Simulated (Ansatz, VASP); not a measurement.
# Si: VASP beside Ansatz

The input INCAR:

```
SYSTEM = Si
PREC = Accurate
ENCUT = 520
EDIFF = 1E-6
ISMEAR = 0
SIGMA = 0.05
LREAL = .FALSE.
LASPH = .TRUE.
NELM = 60
ALGO = Normal
ISIF = 2
LWAVE = .FALSE.
LCHARG = .TRUE.
GGA = CA
LELF = .TRUE.
LVHAR = .TRUE.
NBANDS = 11
```

File KPOINTS:

```
regular mesh
0
G
  10 10 10
  0 0 0
```

POSCAR

```
Si
1.0
    0.0000000000      2.7154700000      2.7154700000
    2.7154700000      0.0000000000      2.7154700000
    2.7154700000      2.7154700000      0.0000000000
Si
2
Direct
    0.5000000000      0.5000000000      0.5000000000
    0.7500000000      0.7500000000      0.7500000000
```

Input for Ansatz:

```yaml
crystal:
  lattice:
    - [0.0, 2.71547, 2.71547]
    - [2.71547, 0.0, 2.71547]
    - [2.71547, 2.71547, 0.0]
  atoms:
    - { symbol: Si, position: [0.5, 0.5, 0.5] }
    - { symbol: Si, position: [0.75, 0.75, 0.75] }
basis:
  ecutwfc: 420
kpoints:
  mp_grid: { grid: [10, 10, 10] }
hamiltonian:
  xc: lda
scf:
  occupations: { method: gaussian, width: 0.05 }
output:
  forces: true
  stress: true
  eigenvalues: true
```

Alike in both runs: task single point; functional LDA; k mesh 10 × 10 × 10; occupations gaussian, width 0.05 eV; no spin polarisation.

|  | VASP | Ansatz |
| --- | --- | --- |
| version | VASP 6.6.1 | Ansatz 0.2.0 |
| potentials or method | VASP PAW LDA potentials, release 64 (Si) | scalar-relativistic, plane waves, PAW |
| plane-wave cutoff (eV) | 520 | 420 |
| valence electrons in the cell | 8 | 8 |

Ansatz gave:

* gap on the k mesh at the Fermi level (eV): 0.48
* least direct gap on the mesh (eV): 2.53
* pressure (GPa): -1.5

**Question.** Which values does VASP return?

**Answer.** gap on the k mesh at the Fermi level (eV): 0.48; least direct gap on the mesh (eV): 2.52; pressure (GPa): -1.5.

A k mesh can miss the band edges. Expect the measured gap to be larger: semilocal functionals such as LDA lack the derivative discontinuity.
